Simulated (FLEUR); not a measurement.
# Sb (Fm-3m) in FLEUR: convergence with Gmax

Aim: find how far Gmax must go before the results for Sb settle, at PBE. This setting moves, with any that are tied to it; all else stays.

Everything below comes from runs of FLEUR MaX-R8.1 (later development tree). Logs are shortened: lines on timing, memory, paths and dates and some standing lists are left out, and cuts for length are marked.

**1. Starting point**

Symmetry: Fm-3m, No. 225, cubic system. Conventional cell: a = 4.742 Å, b = 4.742 Å, c = 4.742 Å, α = 90.00°, β = 90.00°, γ = 90.00°. Sb (site symmetry m-3m) has 12 Sb at 3.35 Å as nearest neighbours.

This isn't the form of Sb at room conditions, which is rhombohedral.

**2. With Gmax 9**

The input, inp.xml:

```xml
<?xml version="1.0" encoding="UTF-8" standalone="no"?>
<fleurInput fleurInputVersion="0.39">
   <comment>
      Sb                                                                                                  
   </comment>
   <calculationSetup>
      <cutoffs Kmax="4.1" Gmax="9.0" GmaxXC="9.0" numbands="0"/>
      <scfLoop itmax="60" minDistance="0.00001" maxIterBroyd="15" imix="Anderson" alpha="0.05" precondParam="0.0" spinf="2.0" sdNocoIR="T"/>
      <coreElectrons ctail="T" frcor="F" kcrel="0" coretail_lmax="0"/>
      <xcFunctional name="pbe" relativisticCorrections="F"/>
      <magnetism jspins="1"/>
      <soc l_soc="F" theta="0.0" phi="0.0" spav="F"/>
      <expertModes spex="0" secvar="F"/>
      <geometryOptimization l_f="T" forcealpha="1.0" forcemix="BFGS" epsdisp="0.0005" epsforce="0.0002"/>
      <ldaU l_linMix="F" mixParam="0.05" spinf="1.0"/>
   </calculationSetup>
   <cell>
      <bzIntegration valenceElectrons="21.0" mode="hist" fermiSmearingEnergy="0.00183747">
         <kPointListSelection listName="default-1"/>
         <!-- k-points included here -->
         <xi:include xmlns:xi="http://www.w3.org/2001/XInclude" href="kpts.xml"> </xi:include>
      </bzIntegration>
      <!-- symmetry operations included here -->
      <xi:include xmlns:xi="http://www.w3.org/2001/XInclude" href="sym.xml"> </xi:include>
      <bulkLattice scale="1.0">
         <bravaisMatrix>
            <row-1>    0.0000000000000000     4.4809989408298998     4.4809989408298998</row-1>
            <row-2>    4.4809989408298998     0.0000000000000000     4.4809989408298998</row-2>
            <row-3>    4.4809989408298998     4.4809989408298998     0.0000000000000000</row-3>
         </bravaisMatrix>
      </bulkLattice>
   </cell>
   <atomSpecies>
      <species name="Antimony (Sb)" element="Sb" atomicNumber="51">
         <mtSphere radius="2.66" gridPoints="879" logIncrement="0.015"/>
         <atomicCutoffs lmax="10" lnonsphr="10"/>
         <electronConfig flipSpins="F">
            <coreConfig>(1s1/2) (2s1/2) (2p1/2) (2p3/2) (3s1/2) (3p1/2) (3p3/2) (4s1/2) (3d3/2) (3d5/2)</coreConfig>
            <valenceConfig>(4p1/2) (4p3/2) (5s1/2) (4d3/2) (4d5/2) (5p1/2) (5p3/2)</valenceConfig>
            <stateOccupation state="(5p1/2)" spinUp="0.500000" spinDown="0.500000"/>
            <stateOccupation state="(5p3/2)" spinUp="1.000000" spinDown="1.000000"/>
         </electronConfig>
         <energyParameters s="5" p="5" d="5" f="4"/>
         <lo type="SCLO" l="1" n="4" eDeriv="0"/>
         <lo type="SCLO" l="1" n="4" eDeriv="1"/>
         <lo type="SCLO" l="2" n="4" eDeriv="0"/>
         <lo type="SCLO" l="2" n="4" eDeriv="1"/>
         <lo type="SCLO" l="0" n="5" eDeriv="2"/>
         <lo type="SCLO" l="3" n="4" eDeriv="2"/>
      </species>
   </atomSpecies>
   <atomGroups>
      <atomGroup species="Antimony (Sb)">
         <relPos label="                   1">.0000000000 .0000000000 .0000000000</relPos>
         <force calculate="T" relaxXYZ="TTT"/>
      </atomGroup>
   </atomGroups>
   <output dos="F" band="F" slice="F">
      <checks vchk="F" cdinf="F"/>
      <bandDOS minEnergy="-.5*Htr" maxEnergy="0.5*Htr" sigma="0.015" storeEVData="T"/>
      <vacuumDOS vacdos="F" integ="F" star="F" nstars="0" locx1="0.0" locy1="0.0" locx2="0.0" locy2="0.0" nstm="0" tworkf="0.0"/>
      <unfoldingBand unfoldBand="F" supercellX="1" supercellY="1" supercellZ="1"/>
      <plotting iplot="0" polar="F">
         <plot TwoD="T" vec1="  1.0  0.0  0.0" vec2="  0.0  1.0  0.0" vec3="  0.0  0.0  1.0" zero="  0.0  0.0  0.0" file="plot"/>
      </plotting>
      <chargeDensitySlicing numkpt="0" minEigenval="0.0" maxEigenval="0.0" nnne="0" pallst="F"/>
      <specialOutput eonly="F"/>
      <moessbauerParams electricFieldGradient="T" isomerShift="T" coreHyperfine="T" valenceHyperfine="T"/>
      <magneticCircularDichroism mcd="F" energyLo="-10.0" energyUp="0.0"/>
   </output>
  <!-- We include the file relax.xml here to enable relaxations (see documentation) -->
  <xi:include xmlns:xi="http://www.w3.org/2001/XInclude" href="relax.xml"> <xi:fallback/> </xi:include>
</fleurInput>
```

The input, crystal.txt:

```
Sb
&input cartesian=F /
0.0000000000  2.3712425216  2.3712425216
2.3712425216  0.0000000000  2.3712425216
2.3712425216  2.3712425216  0.0000000000
1.8897261246
1.0 1.0 1.0

1
51 0.0000000000  0.0000000000  0.0000000000

&kpt div1=8 div2=8 div3=8 gamma=T /
```

Potentials or basis: all-electron, FLAPW.

Command:

```console
inpgen -f crystal.txt -profile fastHighL
# inp.xml edited to the form shown
fleur_MPI
```

Wall time 15 s (1 thread of Arm Neoverse V2, shared host); peak memory 0.06 GiB.

Results:

* Free energy: -176426.9672 eV
* Band gap on the k mesh: none (metal or under the smearing width)
* Valence electrons inside the program's atomic spheres: Sb 19.03 (radii Sb 2.66 bohr)

**3. With Gmax 10.3**

inp.xml: that of step 2 with these lines changed.

```diff
@@ -6,3 +6,3 @@
    <calculationSetup>
-      <cutoffs Kmax="4.1" Gmax="9.0" GmaxXC="9.0" numbands="0"/>
+      <cutoffs Kmax="4.1" Gmax="10.3" GmaxXC="10.3" numbands="0"/>
       <scfLoop itmax="60" minDistance="0.00001" maxIterBroyd="15" imix="Anderson" alpha="0.05" precondParam="0.0" spinf="2.0" sdNocoIR="T"/>
```

crystal.txt is that of step 2.

Potentials or basis: all-electron, FLAPW.

Command:

```console
inpgen -f crystal.txt -profile fastHighL
# inp.xml edited to the form shown
fleur_MPI
```

Run time: 15 s. Hardware: 1 thread of Arm Neoverse V2, shared host; peak memory 0.06 GiB.

Results:

* Free energy: -176426.9672 eV
* Band gap on the k mesh: none (metal or under the smearing width)
* Valence electrons inside the program's atomic spheres: Sb 19.03 (radii Sb 2.66 bohr)

**4. With Gmax 11.7**

inp.xml: that of step 3 with these lines changed.

```diff
@@ -6,3 +6,3 @@
    <calculationSetup>
-      <cutoffs Kmax="4.1" Gmax="10.3" GmaxXC="10.3" numbands="0"/>
+      <cutoffs Kmax="4.1" Gmax="11.7" GmaxXC="11.7" numbands="0"/>
       <scfLoop itmax="60" minDistance="0.00001" maxIterBroyd="15" imix="Anderson" alpha="0.05" precondParam="0.0" spinf="2.0" sdNocoIR="T"/>
```

crystal.txt is that of step 3.

Command:

```console
inpgen -f crystal.txt -profile fastHighL
# inp.xml edited to the form shown
fleur_MPI
```

Run time: 15 s. Hardware: 1 thread of Arm Neoverse V2, shared host; peak memory 0.06 GiB.

What came out:

- Free energy: -176426.9672 eV
- Band gap on the k mesh: none (metal or under the smearing width)
- Valence electrons inside the program's atomic spheres: Sb 19.03 (radii Sb 2.66 bohr)

**5. With Gmax 13.5**

inp.xml: that of step 4 with these lines changed.

```diff
@@ -6,3 +6,3 @@
    <calculationSetup>
-      <cutoffs Kmax="4.1" Gmax="11.7" GmaxXC="11.7" numbands="0"/>
+      <cutoffs Kmax="4.1" Gmax="13.5" GmaxXC="13.5" numbands="0"/>
       <scfLoop itmax="60" minDistance="0.00001" maxIterBroyd="15" imix="Anderson" alpha="0.05" precondParam="0.0" spinf="2.0" sdNocoIR="T"/>
```

crystal.txt is that of step 4.

Command:

```console
inpgen -f crystal.txt -profile fastHighL
# inp.xml edited to the form shown
fleur_MPI
```

Wall time 15 s (1 thread of Arm Neoverse V2, shared host); peak memory 0.07 GiB.

Results:

```
Free energy                                           : -176426.9672 eV
Band gap on the k mesh                                : none (metal or under the smearing width)
Valence electrons inside the program's atomic spheres : Sb 19.03 (radii Sb 2.66 bohr)
```

**6. With Gmax 15.8**

inp.xml: that of step 5 with these lines changed.

```diff
@@ -6,3 +6,3 @@
    <calculationSetup>
-      <cutoffs Kmax="4.1" Gmax="13.5" GmaxXC="13.5" numbands="0"/>
+      <cutoffs Kmax="4.1" Gmax="15.8" GmaxXC="15.8" numbands="0"/>
       <scfLoop itmax="60" minDistance="0.00001" maxIterBroyd="15" imix="Anderson" alpha="0.05" precondParam="0.0" spinf="2.0" sdNocoIR="T"/>
```

crystal.txt is that of step 5.

Potentials or basis: all-electron, FLAPW.

Command:

```console
inpgen -f crystal.txt -profile fastHighL
# inp.xml edited to the form shown
fleur_MPI
```

It took 15 s on 1 thread of Arm Neoverse V2, shared host; peak memory 0.07 GiB.

What came out:

```
Free energy                                           : -176426.9672 eV
Band gap on the k mesh                                : none (metal or under the smearing width)
Valence electrons inside the program's atomic spheres : Sb 19.03 (radii Sb 2.66 bohr)
```

**7. With Gmax 18**

inp.xml: that of step 6 with these lines changed.

```diff
@@ -6,3 +6,3 @@
    <calculationSetup>
-      <cutoffs Kmax="4.1" Gmax="15.8" GmaxXC="15.8" numbands="0"/>
+      <cutoffs Kmax="4.1" Gmax="18.0" GmaxXC="18.0" numbands="0"/>
       <scfLoop itmax="60" minDistance="0.00001" maxIterBroyd="15" imix="Anderson" alpha="0.05" precondParam="0.0" spinf="2.0" sdNocoIR="T"/>
```

crystal.txt is that of step 6.

Command:

```console
inpgen -f crystal.txt -profile fastHighL
# inp.xml edited to the form shown
fleur_MPI
```

It took 17 s on 1 thread of Arm Neoverse V2, shared host; peak memory 0.07 GiB.

What came out:

* Free energy: -176426.9672 eV
* Band gap on the k mesh: none (metal or under the smearing width)
* Valence electrons inside the program's atomic spheres: Sb 19.03 (radii Sb 2.66 bohr)

**8. With Gmax 22.5**

inp.xml: that of step 7 with these lines changed.

```diff
@@ -6,3 +6,3 @@
    <calculationSetup>
-      <cutoffs Kmax="4.1" Gmax="18.0" GmaxXC="18.0" numbands="0"/>
+      <cutoffs Kmax="4.1" Gmax="22.5" GmaxXC="22.5" numbands="0"/>
       <scfLoop itmax="60" minDistance="0.00001" maxIterBroyd="15" imix="Anderson" alpha="0.05" precondParam="0.0" spinf="2.0" sdNocoIR="T"/>
```

crystal.txt is that of step 7.

Potentials or basis: all-electron, FLAPW.

Command:

```console
inpgen -f crystal.txt -profile fastHighL
# inp.xml edited to the form shown
fleur_MPI
```

The log of the run:

```text
Welcome to FLEUR        (www.flapw.de)
      MaX-Release 8.1          (www.max-centre.eu)

 ========== k-point set info ==========
 Selected k-point list: default-1
 k-point list type: mesh
 8 x 8 x 8
 Number of k points: 29

 ------------Calculation Setup---------------------------
 Number of MPI-tasks      :            1
 Number of PE/node        :            1
 Number of OMP-threads    :            1
 Most efficient MPI parallelization for:
           1          29
 Additional eigenvalue parallelization possible
 Number of basis functions:          264
 Approximate size of matrices (H+S) per k-point:         0.001 GB
 --------------------------------------------------------
 Iteration:     1   Distance:       4.59599287 me/bohr^3
 Iteration:     2   Distance:       4.30569904 me/bohr^3
 Iteration:     3   Distance:       1.21094026 me/bohr^3
 Iteration:     4   Distance:       0.12248373 me/bohr^3
 Iteration:     5   Distance:       0.11249292 me/bohr^3
 Iteration:     6   Distance:       0.00708232 me/bohr^3
 Iteration:     7   Distance:       0.00326607 me/bohr^3
 Iteration:     8   Distance:       0.00088815 me/bohr^3
 Iteration:     9   Distance:       0.00010572 me/bohr^3
 Iteration:    10   Distance:       0.00005825 me/bohr^3
 Iteration:    11   Distance:       0.00000254 me/bohr^3

 ********************************************************************
 Run finished successfully
 Stop message:
   Structural relaxation: Done
 ********************************************************************
```

out.xml (last iteration):

```text
<iteration numberForCurrentRun="   12" overallNumber="   12">
         <energyParameters units="Htr">
            <atomicEP atomType="1" spin="1" branch="5s" branchLowest="-4.98" branchHighest="0.54" value="-0.0196833872"/>
            <atomicEP atomType="1" spin="1" branch="5p" branchLowest="-3.25" branchHighest="1.16" value="0.2401450074"/>
            <atomicEP atomType="1" spin="1" branch="5d" branchLowest="-0.72" branchHighest="2.25" value="0.4667209806"/>
            <atomicEP atomType="1" spin="1" branch="4f" branchLowest="-9.99" branchHighest="1.72" value="0.6198755016"/>
            <loAtomicEP atomType="1" spin="1" branch="4p" branchLowest="-27.06" branchHighest="-3.25" value="-3.2580985353"/>
            <loAtomicEP atomType="1" spin="1" branch="4p" branchLowest="-27.06" branchHighest="-3.25" value="-3.2580985353"/>
            <loAtomicEP atomType="1" spin="1" branch="4d" branchLowest="-18.45" branchHighest="-0.72" value="-0.7396501293"/>
            <loAtomicEP atomType="1" spin="1" branch="4d" branchLowest="-18.45" branchHighest="-0.72" value="-0.7396501293"/>
            <loAtomicEP atomType="1" spin="1" branch="5s" branchLowest="-4.98" branchHighest="0.54" value="-0.0196833872"/>
            <loAtomicEP atomType="1" spin="1" branch="4f" branchLowest="-9.99" branchHighest="1.72" value="0.6198763526"/>
         </energyParameters>
         <eigenvalues>
            <eigenvaluesAt spin="1" ikpt="1" k_x="0.00000000" k_y="0.00000000" k_z="0.00000000">
                      -3.2481717203       -3.2481717203       -3.2481717203       -0.7435561606       -0.7435561606
                      -0.7435561606       -0.7421764330       -0.7421764330       -0.1435047509        0.5324614404
                       0.5324614404        0.5324614404        0.7080510270        0.7217709885        0.7217709885
                       0.7217709885        0.7792940475
            </eigenvaluesAt>
            <eigenvaluesAt spin="1" ikpt="2" k_x="0.00000000" k_y="0.00000000" k_z="0.12500000">
                      -3.2481797641       -3.2481731856       -3.2481731856       -0.7435020291       -0.7433377967
                      -0.7433377967       -0.7421455381       -0.7421455381       -0.1320448064        0.4429555792
                       0.5188328123        0.5188328123        0.6616359371        0.7450917219        0.7450917219
                       0.8021894108        0.8244512633
            </eigenvaluesAt>
            <eigenvaluesAt spin="1" ikpt="3" k_x="0.00000000" k_y="0.00000000" k_z="0.25000000">
                      -3.2481990601       -3.2481767751       -3.2481767751       -0.7433745462       -0.7431780258
                      -0.7431780258       -0.7417009152       -0.7417009152       -0.0981171618        0.3048069969
[... 17 lines left out ...]
            <spinDependentCharge spin="1" total="21.0000000" interstitial="1.9700995" mtSpheres="19.0299005"/>
            <totalCharge value="20.9999999999"/>
         </valenceDensity>
         <coreStates atomType="     1" atomicNumber=" 51" spin="1" kinEnergy="   6574.7934681681" eigValSum="  -3895.6455453775" lostElectrons=" 0.000023">
            <state n="1" l="0" j="0.5" energy="-1112.4927875820" weight="1.0000000000"/>
            <state n="2" l="0" j="0.5" energy="-168.8283581889" weight="1.0000000000"/>
            <state n="2" l="1" j="0.5" energy="-157.9104524414" weight="1.0000000000"/>
            <state n="2" l="1" j="1.5" energy="-148.6558019318" weight="2.0000000000"/>
            <state n="3" l="0" j="0.5" energy="-32.7103720209" weight="1.0000000000"/>
            <state n="3" l="1" j="0.5" energy="-28.2486350681" weight="1.0000000000"/>
            <state n="3" l="1" j="1.5" energy="-26.5408451123" weight="2.0000000000"/>
            <state n="4" l="0" j="0.5" energy="-4.9770196396" weight="1.0000000000"/>
            <state n="3" l="2" j="1.5" energy="-18.6653243266" weight="2.0000000000"/>
            <state n="3" l="2" j="2.5" energy="-18.3104016688" weight="3.0000000000"/>
         </coreStates>
         <allElectronCharges>
            <spinDependentCharge spin="1" total="51.0000000" interstitial="1.9701220" mtSpheres="49.0298780"/>
            <totalCharge value="50.9999999967"/>
         </allElectronCharges>
         <moessbauerParams unitsHFF="kG" unitsIS="e/bohr^3" unitsEFG="Htr/bohr^2">
            <coreIsomerShift atomType="1" isTotal="212646.88658">
               <shell n="1" l="0" isomerShift="184967.81195"/>
               <shell n="2" l="0" isomerShift="21848.97893"/>
               <shell n="2" l="1" isomerShift="550.51090"/>
               <shell n="3" l="0" isomerShift="4281.78261"/>
               <shell n="3" l="1" isomerShift="116.74475"/>
               <shell n="4" l="0" isomerShift="881.05742"/>
               <shell n="3" l="2" isomerShift="0.00002"/>
            </coreIsomerShift>
            <isomerShift atomType="1" nucleusRadius="0.0001171" averageDensity="212748.38496"/>
            <electricFieldGradient atomType="1" VXX="0.00000" VYY="0.00000" VZZ="0.00000" asymParam="0.00000">
            </electricFieldGradient>
         </moessbauerParams>
         <totalEnergy                                    value="    -6483.5711108032" units="Htr">
            <sumOfEigenvalues                            value="    -3921.8668176804">
               <coreElectrons value="-3895.6455453775"/>
               <valenceElectrons value="-26.2212723030"/>
            </sumOfEigenvalues>
            <densityCoulombPotentialIntegral value="-10539.5592687911"/>
            <densityEffectivePotentialIntegral value="-10762.4015903852"/>
            <chargeDenXCDenIntegral value="-170.7367068381"/>
            <FockExchangeEnergyValence value="0.0000000000"/>
            <FockExchangeEnergyCore value="0.0000000000"/>
            <atomTypeDependentContributions atomType="1">
               <electronNucleiInteractionDifferentMTs value="7857.2037087765"/>
               <MadelungTerm value="-26.3858334977"/>
            </atomTypeDependentContributions>
            <tkbTimesEntropy value="0.0003475797"/>
            <freeEnergy value="-6483.5714583829"/>
            <extrapolationTo0K value="-6483.5712845931"/>
         </totalEnergy>
         <totalForcesOnRepresentativeAtoms units="Htr/bohr">
            <forceTotal atomType="1" x="0.000000" y="0.000000" z="0.000000" F_x="0.00000000" F_y="0.00000000" F_z="0.00000000"/>
         </totalForcesOnRepresentativeAtoms>
      </iteration>
```

Wall time 21 s (1 thread of Arm Neoverse V2, shared host); peak memory 0.08 GiB.

What came out:

```yaml
Free_energy: -176426.9672 eV
Band_gap_on_the_k_mesh: none (metal or under the smearing width)
Valence_electrons_inside_the_program's_atomic_spheres: Sb 19.03 (radii Sb 2.66 bohr)
```

**9. Summary**

```csv
Gmax,"energy less the tightest run, at zero smearing (meV/atom)",SCF cycles,CPU time (s),peak memory (GiB)
9,0.01,12,15,0.06
10.3,0.00,12,15,0.06
11.7,0.00,12,15,0.06
13.5,0.00,12,15,0.07
15.8,0.00,12,15,0.07
18,0.00,12,17,0.07
22.5,0.00,12,21,0.08
```

Against the tightest run, the energy stays within 1 meV/atom from 9 on. The tightest run that finished is the yardstick and may itself not be fully converged.
